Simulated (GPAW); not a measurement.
# SnSe (Fm-3m) in GPAW: notebook

Aim: see how the results for SnSe move with the level of theory and the settings. Levels: PBE+D4, BLYP+D3(BJ), LDA. Tasks: phonons, gruneisen, G0W0 quasiparticle levels.

Everything below comes from runs of GPAW 26.7.0. Logs are shortened: lines on timing, memory, paths and dates and some standing lists are left out, and cuts for length are marked. The log counts tension as positive stress, the text compression.

**1. Starting point**

It takes space group Fm-3m (No. 225, cubic). The conventional cell has a = 6.020 Å, b = 6.020 Å, c = 6.020 Å, α = 90.00°, β = 90.00°, γ = 90.00°. Sn (site symmetry m-3m) has 6 Se at 3.01 Å as nearest neighbours. Se (site symmetry m-3m) is surrounded by 6 Sn at 3.01 Å.

Measurements of this composition are mostly on another form, of space group No. 62.

**2. Phonons, PBE+D4**

run.py reads:

```python
import json
import numpy as np
from ase import Atoms
from ase.calculators.mixing import SumCalculator
from ase.constraints import FixSymmetry
from ase.io import read, write
from ase.optimize import BFGS
from dftd4.ase import DFTD4
from phonopy import Phonopy
from phonopy.structure.atoms import PhonopyAtoms
from gpaw import GPAW

atoms = read('POSCAR')

calc = GPAW(mode='lcao',
            h=0.16,
            basis='dzp',
            xc='PBE',
            kpts={'size': (8, 8, 8), 'gamma': True},
            occupations={'name': 'fermi-dirac', 'width': 0.05},
            convergence={'density': 1e-06},
            maxiter=150,
            txt='gpaw.txt')
atoms.calc = SumCalculator([calc, DFTD4(method='pbe')])
atoms.set_constraint(FixSymmetry(atoms))
BFGS(atoms, trajectory='relax.traj', logfile='-').run(fmax=0.005, steps=40)
atoms.set_constraint()
energy = atoms.get_potential_energy()
forces = atoms.get_forces()
calc.write('gs.gpw')
write('result.traj', atoms)
print('Cell:', atoms.cell.cellpar().round(4))
print(atoms.get_scaled_positions().round(5))

def force_constants(scale):
    unit = PhonopyAtoms(symbols=atoms.get_chemical_symbols(), cell=atoms.cell[:] * scale**(1 / 3),
                        scaled_positions=atoms.get_scaled_positions())
    ph = Phonopy(unit, supercell_matrix=np.diag([1, 1, 1]), primitive_matrix=np.eye(3), symprec=1e-4)
    ph.generate_displacements(distance=0.03)
    forces = []
    for i, sc in enumerate(ph.supercells_with_displacements):
        a = Atoms(sc.symbols, cell=sc.cell, scaled_positions=sc.scaled_positions, pbc=True)
        c = GPAW(mode='lcao',
                 h=0.16,
                 basis='dzp',
                 xc='PBE',
                 kpts={'size': (8, 8, 8), 'gamma': True},
                 occupations={'name': 'fermi-dirac', 'width': 0.05},
                 convergence={'density': 1e-06},
                 maxiter=150,
                 txt=f'disp-{scale:.3f}-{i:02d}.txt')
        a.calc = SumCalculator([c, DFTD4(method='pbe')])
        f = a.get_forces()
        forces.append(f - f.mean(axis=0))
        print(f'displacement {i}: drift', f.mean(axis=0).round(5), flush=True)
    ph.forces = forces
    ph.produce_force_constants()
    ph.symmetrize_force_constants()
    return ph

qpoints = [[0.0, 0.0, 0.0]]
results = {}
for scale in [1.0]:
    ph = force_constants(scale)
    ph.run_qpoints(qpoints)
    nu = ph.qpoints.frequencies * 33.35641  # THz to cm^-1
    results[f'{scale:.3f}'] = nu.tolist()
    for qp, f in zip(qpoints, nu):
        print(scale, np.round(qp, 4), f.round(2))
json.dump(results, open('phonons.json', 'w'))
```

POSCAR reads:

```
SnSe
1.0
    0.0000000000      3.0100000000      3.0100000000
    3.0100000000      0.0000000000      3.0100000000
    3.0100000000      3.0100000000      0.0000000000
Sn Se
1 1
Direct
    0.0000000000      0.0000000000      0.0000000000
    0.5000000000      0.5000000000      0.5000000000
```

Potentials or basis: GPAW PAW data sets (gpaw-data 1.2.1), lcao:dzp.

Launch:

```sh
OMP_NUM_THREADS=1 python run.py
```

gpaw.txt:

```text
__  _  _
 | _ |_)|_||  |
 |__||  | ||/\| - 26.7.0

Input parameters:
  mode=LCAO(),
  basis={'default': 'dzp'},
  convergence={'density': 1e-06},
  h=0.16,
  kpts=MonkhorstPack(size=(8, 8, 8), gamma=True),
  maxiter=150,
  occupations=Occupations(name='fermi-dirac', width=0.05),
  xc=XC(name='PBE')

                Se

       Sn

Atoms  # Å, Bohr magnetons
|   | symbol |        x |        y |        z |    initial magnetic moments |
|---|--------|----------|----------|----------|-----------------------------|
| 0 |     Sn | 0.000000 | 0.000000 | 0.000000 | ( 0.0000,  0.0000,  0.0000) |
| 1 |     Se | 3.010000 | 3.010000 | 3.010000 | ( 0.0000,  0.0000,  0.0000) |

Unit cell  # Å
| periodic |        x |        y |        z |  lengths |    angles |
|----------|----------|----------|----------|----------|-----------|
|      yes | 0.000000 | 3.010000 | 3.010000 | 4.256783 | 60.000000 |
|      yes | 3.010000 | 0.000000 | 3.010000 | 4.256783 | 60.000000 |
|      yes | 3.010000 | 3.010000 | 0.000000 | 4.256783 | 60.000000 |

Number of symmetries: 48
Symmetry operations  # r_c * U_cc + t_c -> r_c
|    | kind |            matrix            |
|----|------|------------------------------|
|  0 |  σ   |  1, 0, 0,  1, 0,-1,  1,-1, 0 |
|  1 |  C2  |  1, 0, 0,  1,-1, 0,  1, 0,-1 |
|  2 |  E   |  1, 0, 0,  0, 1, 0,  0, 0, 1 |
|  3 |  σ   |  1, 0, 0,  0, 0, 1,  0, 1, 0 |
|  4 |  C4  |  1, 0,-1,  1, 0, 0,  1,-1, 0 |
|  5 |  S6  |  1, 0,-1,  1,-1, 0,  1, 0, 0 |
|  6 |  σ   |  1, 0,-1,  0, 1,-1,  0, 0,-1 |
|  7 |  C3  |  1, 0,-1,  0, 0,-1,  0, 1,-1 |
|  8 |  S6  |  1,-1, 0,  1, 0, 0,  1, 0,-1 |
|  9 |  C4  |  1,-1, 0,  1, 0,-1,  1, 0, 0 |
| 10 |  C3  |  1,-1, 0,  0,-1, 1,  0,-1, 0 |
| 11 |  σ   |  1,-1, 0,  0,-1, 0,  0,-1, 1 |
| 12 |  σ   |  0, 1, 0,  1, 0, 0,  0, 0, 1 |
| 13 |  C4  |  0, 1, 0,  0, 1,-1, -1, 1, 0 |
| 14 |  C3  |  0, 1, 0,  0, 0, 1,  1, 0, 0 |
| 15 |  S6  |  0, 1, 0, -1, 1, 0,  0, 1,-1 |
| 16 |  C2  |  0, 1,-1,  1, 0,-1,  0, 0,-1 |
[... 17 lines left out ...]
| 34 |  S4  |  0,-1, 0,  0,-1, 1,  1,-1, 0 |
| 35 |  C2  |  0,-1, 0, -1, 0, 0,  0, 0,-1 |
| 36 |  C2  | -1, 1, 0,  0, 1, 0,  0, 1,-1 |
| 37 |  S6  | -1, 1, 0,  0, 1,-1,  0, 1, 0 |
| 38 |  S4  | -1, 1, 0, -1, 0, 1, -1, 0, 0 |
| 39 |  C3  | -1, 1, 0, -1, 0, 0, -1, 0, 1 |
| 40 |  S6  | -1, 0, 1,  0, 0, 1,  0,-1, 1 |
| 41 |  C2  | -1, 0, 1,  0,-1, 1,  0, 0, 1 |
| 42 |  C3  | -1, 0, 1, -1, 1, 0, -1, 0, 0 |
| 43 |  S4  | -1, 0, 1, -1, 0, 0, -1, 1, 0 |
| 44 |  C2  | -1, 0, 0,  0, 0,-1,  0,-1, 0 |
| 45 |  i   | -1, 0, 0,  0,-1, 0,  0, 0,-1 |
| 46 |  σ   | -1, 0, 0, -1, 1, 0, -1, 0, 1 |
| 47 |  C2  | -1, 0, 0, -1, 0, 1, -1, 1, 0 |

BZ-sampling:
  Number of BZ points: 512
  Number of IBZ points: 29

  Monkhorst-Pack size: [8, 8, 8]
  Monkhorst-Pack shift: [0.0625, 0.0625, 0.0625]

K-points  # in reciprocal-cell coordinates
|     |                                coordinates |     weight |
|-----|--------------------------------------------|------------|
|   0 | (  0.00000000,   0.00000000,   0.00000000) | 0.00195312 |
|   1 | (  0.12500000,   0.12500000,   0.00000000) | 0.01171875 |
|   2 | (  0.12500000,   0.12500000,   0.12500000) | 0.01562500 |
|   3 | (  0.25000000,   0.12500000,   0.12500000) | 0.02343750 |
|   4 | (  0.25000000,   0.25000000,   0.00000000) | 0.01171875 |
|   5 | (  0.25000000,   0.25000000,   0.12500000) | 0.04687500 |
|   6 | (  0.25000000,   0.25000000,   0.25000000) | 0.01562500 |
|   7 | (  0.37500000,   0.25000000,  -0.37500000) | 0.04687500 |
|   8 | (  0.37500000,   0.25000000,   0.12500000) | 0.04687500 |
|   9 | (  0.37500000,   0.25000000,   0.25000000) | 0.04687500 |
| ... |                                            |            |
|  28 | (  0.50000000,   0.50000000,   0.50000000) | 0.00781250 |

basis functions: 36
Spin-components: 1 (collinear spins)
Bands:           13
Projectors:      11
Spin-degeneracy: 2
Datatype:        <class 'complex'>

Parallelization:
  kpt:    1
  domain: 1
  band:   1

Density:
  Valence electrons: 20.0
  Components: 1
  Grid points: [20 20 20]
  Charge: 0.0  # |e|

Potential:
  Grid points: [20 20 20]

species:
  Sn:
    name:    Tin
    Z:       50.0
    valence: 14
    core:    36
    charge:  0.0  # [|e|]
    compensation charges:
      type: gauss
      rc: 0.38  # [Å]
      lmax: 2
    cutoffs:
      filter: 2.23  # [Å]
      core: 2.35  # [Å]
    projectors
    | kind |    occ | energy [eV] | rcut [Å] |
    |------|--------|-------------|----------|
    |   5s |  2.000 |     -10.538 |    1.201 |
    |   5p |  2.000 |      -3.696 |    1.270 |
    |   4d | 10.000 |     -25.845 |    1.185 |
    |    s |        |      16.674 |    1.201 |
    |    p |        |      23.515 |    1.270 |
    |    d |        |       1.367 |    1.185 |

    LCAO basis set for Sn:
      Name: dzp
      File: <dir>
[... 131 lines left out ...]
| 36 |  C2  | -1, 1, 0,  0, 1, 0,  0, 1,-1 |
| 37 |  S6  | -1, 1, 0,  0, 1,-1,  0, 1, 0 |
| 38 |  S4  | -1, 1, 0, -1, 0, 1, -1, 0, 0 |
| 39 |  C3  | -1, 1, 0, -1, 0, 0, -1, 0, 1 |
| 40 |  S6  | -1, 0, 1,  0, 0, 1,  0,-1, 1 |
| 41 |  C2  | -1, 0, 1,  0,-1, 1,  0, 0, 1 |
| 42 |  C3  | -1, 0, 1, -1, 1, 0, -1, 0, 0 |
| 43 |  S4  | -1, 0, 1, -1, 0, 0, -1, 1, 0 |
| 44 |  C2  | -1, 0, 0,  0, 0,-1,  0,-1, 0 |
| 45 |  i   | -1, 0, 0,  0,-1, 0,  0, 0,-1 |
| 46 |  σ   | -1, 0, 0, -1, 1, 0, -1, 0, 1 |
| 47 |  C2  | -1, 0, 0, -1, 0, 1, -1, 1, 0 |

BZ-sampling:
  Number of BZ points: 512
  Number of IBZ points: 29

  Monkhorst-Pack size: [8, 8, 8]
  Monkhorst-Pack shift: [0.0625, 0.0625, 0.0625]

K-points  # in reciprocal-cell coordinates
|     |                                coordinates |     weight |
|-----|--------------------------------------------|------------|
|   0 | (  0.00000000,   0.00000000,   0.00000000) | 0.00195312 |
|   1 | (  0.12500000,   0.12500000,   0.00000000) | 0.01171875 |
|   2 | (  0.12500000,   0.12500000,   0.12500000) | 0.01562500 |
|   3 | (  0.25000000,   0.12500000,   0.12500000) | 0.02343750 |
|   4 | (  0.25000000,   0.25000000,   0.00000000) | 0.01171875 |
|   5 | (  0.25000000,   0.25000000,   0.12500000) | 0.04687500 |
|   6 | (  0.25000000,   0.25000000,   0.25000000) | 0.01562500 |
|   7 | (  0.37500000,   0.25000000,  -0.37500000) | 0.04687500 |
|   8 | (  0.37500000,   0.25000000,   0.12500000) | 0.04687500 |
|   9 | (  0.37500000,   0.25000000,   0.25000000) | 0.04687500 |
| ... |                                            |            |
|  28 | (  0.50000000,   0.50000000,   0.50000000) | 0.00781250 |

basis functions: 36
Spin-components: 1 (collinear spins)
Bands:           13
Projectors:      11
Spin-degeneracy: 2
Datatype:        <class 'complex'>

Parallelization:
  kpt:    1
  domain: 1
  band:   1

Density:
  Valence electrons: 20.0
  Components: 1
  Grid points: [20 20 20]
  Charge: 0.0  # |e|

Potential:
  Grid points: [20 20 20]

species:
  Sn:
    name:    Tin
    Z:       50.0
    valence: 14
    core:    36
    charge:  0.0  # [|e|]
    compensation charges:
      type: gauss
      rc: 0.38  # [Å]
      lmax: 2
    cutoffs:
      filter: 2.23  # [Å]
      core: 2.35  # [Å]
    projectors
    | kind |    occ | energy [eV] | rcut [Å] |
    |------|--------|-------------|----------|
    |   5s |  2.000 |     -10.538 |    1.201 |
    |   5p |  2.000 |      -3.696 |    1.270 |
    |   4d | 10.000 |     -25.845 |    1.185 |
    |    s |        |      16.674 |    1.201 |
    |    p |        |      23.515 |    1.270 |
    |    d |        |       1.367 |    1.185 |

    LCAO basis set for Sn:
      Name: dzp
      File: <dir>
      Number of radial functions: 7
      Number of spherical harmonics: 23
        l=0, rc=7.1250 Bohr: 5s-sz confined orbital
        l=1, rc=9.5469 Bohr: 5p-sz confined orbital
        l=2, rc=4.0625 Bohr: 4d-sz confined orbital
        l=0, rc=4.1250 Bohr: 5s-dz split-valence wave
        l=1, rc=5.6719 Bohr: 5p-dz split-valence wave
        l=2, rc=2.5938 Bohr: 4d-dz split-valence wave
        l=2, rc=9.5469 Bohr: d-type Gaussian polarization
      Number of RI-basis functions 0

  Se:
    name:    Selenium
    Z:       34.0
    valence: 6
    core:    28
    charge:  0.0  # [|e|]
    compensation charges:
      type: gauss
      rc: 0.27  # [Å]
      lmax: 2
    cutoffs:
      filter: 1.77  # [Å]
      core: 2.67  # [Å]
    projectors
    | kind |    occ | energy [eV] | rcut [Å] |
    |------|--------|-------------|----------|
    |   4s |  2.000 |     -17.277 |    0.847 |
    |   4p |  4.000 |      -6.512 |    1.005 |
    |    s |        |       9.935 |    0.847 |
    |    p |        |      20.699 |    1.005 |
    |    d |        |       0.000 |    0.847 |

    LCAO basis set for Se:
      Name: dzp
      File: <dir>
      Number of radial functions: 5
      Number of spherical harmonics: 13
        l=0, rc=5.7344 Bohr: 4s-sz confined orbital
        l=1, rc=7.2656 Bohr: 4p-sz confined orbital
        l=0, rc=3.1875 Bohr: 4s-dz split-valence wave
        l=1, rc=4.2188 Bohr: 4p-dz split-valence wave
        l=2, rc=7.2656 Bohr: d-type Gaussian polarization
      Number of RI-basis functions 0

Reference energy: -234114.225438  # eV

eigensolver:
  <gpaw.new.lcao.eigensolver.LCAOEigensolver object>
density mixing:
  MSR1-Mixer
  Pratt-step length: 0.05
  Maximum mixing coefficient: 0.75
  Old densities: 10
  SVD Regularization: 0.005
  Good broyden scale: 1.0
  Trust region scale: 1.0
  Backstep threshold: 4.0
  History deletion threshold: 6.0
  Fourier metric: weight=20.0, sigma=0.015

occupation numbers:
  Fermi-Dirac:
    width: 0.0500  # eV

FastPoissonSolver using
    Stencil: 12*3+1=37 point O(h^6) finite-difference Laplacian
    FFT axes: [np.int64(0), np.int64(1), np.int64(2)]
    FST axes: []

xc functional:
  name: PBE with 2 nearest neighbor stencil
interpolation: tri-quintic # 5. degree polynomial

convergence criteria:
- Maximum integral of absolute [dens]ity change: 1e-06 electrons / valence electron
- Maximum [total energy] change in last 3 cyles: 0.0005 eV / valence electron
- Maximum integral of absolute [eigenst]ate change: 4e-08 eV^2 / valence electron
maximum number of iterations: 150

SCF iterations
|iter     | |      energy | eigst |  dens |
|---------|-|-------------|-------|-------|
|iter:   1| |   -7.974432 |      c|       |
|iter:   2| |   -7.957304 |      c| -1.49 |
|iter:   3| |   -7.887582 |      c| -1.52 |
|iter:   4| |   -7.886326 |      c| -2.13 |
|iter:   5| |   -7.886123c|      c| -2.63 |
|iter:   6| |   -7.886121c|      c| -3.55 |
|iter:   7| |   -7.886122c|      c| -4.03 |
|iter:   8| |   -7.886122c|      c| -5.07 |
|iter:   9| |   -7.886122c|      c| -6.02c|

Converged in 9 steps
Energy contributions relative to reference atoms: (reference = -234114.225438)

Energy contributions:
  Kinetic:          18.806494
  Coulomb:         -18.621703
  Zero:              0.113909
  External:          0.000000
  Xc:               -8.184790
  Entropy:          -0.000064
  Spinorbit:         0.000000
  ----------------------------
  Free energy:      -7.886154
  Extrapolated:     -7.886122

dipole moment: (-20.424325, -20.424325, -20.424325)  # |e|*Ang

Fermi level: 6.412
Eigenvalues  # (at kpt = [0.000, 0.000, 0.000])
| band index |      eig [eV] | occ [0-2] |
|------------|---------------|-----------|
|          0 |       -15.531 |     2.000 |
|        ... |               |           |
|          2 |       -15.529 |     2.000 |
|          3 |       -15.529 |     2.000 |
|          4 |       -15.527 |     2.000 |
|          5 |        -7.783 |     2.000 |
|          6 |         1.007 |     2.000 |
|          7 |         3.920 |     2.000 |
|          8 |         3.921 |     2.000 |
|          9 |         3.921 |     2.000 |
|         10 |        10.427 |     0.000 |
|         11 |        10.427 |     0.000 |
|         12 |        10.427 |     0.000 |

Gap: 0.528 eV
Transition (v -> c):
  (s=0, k=28, n=9, [0.50, 0.50, 0.50]) -> (s=0, k=28, n=10, [0.50, 0.50, 0.50])
No difference between direct/indirect transitions

Forces  # eV/Ang
|        x |        y |        z |
|----------|----------|----------|
| -0.00000 |  0.00000 |  0.00000 |  # Sn   0
| -0.00000 | -0.00000 | -0.00000 |  # Se   1

# Writing to gs.gpw (mode='')
```

Run time: 7.8 min. Hardware: 1 thread of Intel Xeon at 2.80GHz (Skylake/Cascade Lake), shared host; peak memory 0.31 GiB.

What came out:

* Free energy: -8.6621 eV
* Band gap on the k mesh: 0.53 eV, direct
* Highest phonon frequency at Γ, LO-TO splitting left out: 36 cm⁻¹
* Dispersion energy per atom: -0.388 eV

Final structure:
```
Sn Se
1.0
     0.00000    3.01000    3.01000
     3.01000    0.00000    3.01000
     3.01000    3.01000    0.00000
Sn Se
1 1
Direct
  0.00000 0.00000 0.00000
  0.50000 0.50000 0.50000
```

Levels at points of the mesh, in eV from the valence-band top:
```
           k point  band 6  band 7  band 8  band 9  band 10  band 11  band 12  band 13
(0.00, 0.00, 0.00)  -13.94   -5.15   -2.24   -2.24    -2.24     4.27     4.27     4.27
(0.50, 0.50, 0.00)  -12.73   -6.08   -5.56   -3.70    -3.70     5.35     5.36     5.75
(0.50, 0.50, 0.50)  -13.00   -8.13   -2.02   -2.02     0.00     0.53     1.20     1.20
```

Phonon frequencies in cm⁻¹ (negative: imaginary):
| q point | frequencies |
| --- | --- |
| (0.000, 0.000, 0.000) | 0 0 0 36 36 36 |

Caveat: the LO-TO splitting is left out; spin-orbit coupling is left out, which moves the levels of the heavy elements; the basis of atomic orbitals isn't converged, which shifts pressures, moduli and gaps. A k mesh can miss the band edges.

(Part 1 of 3 ends here.)
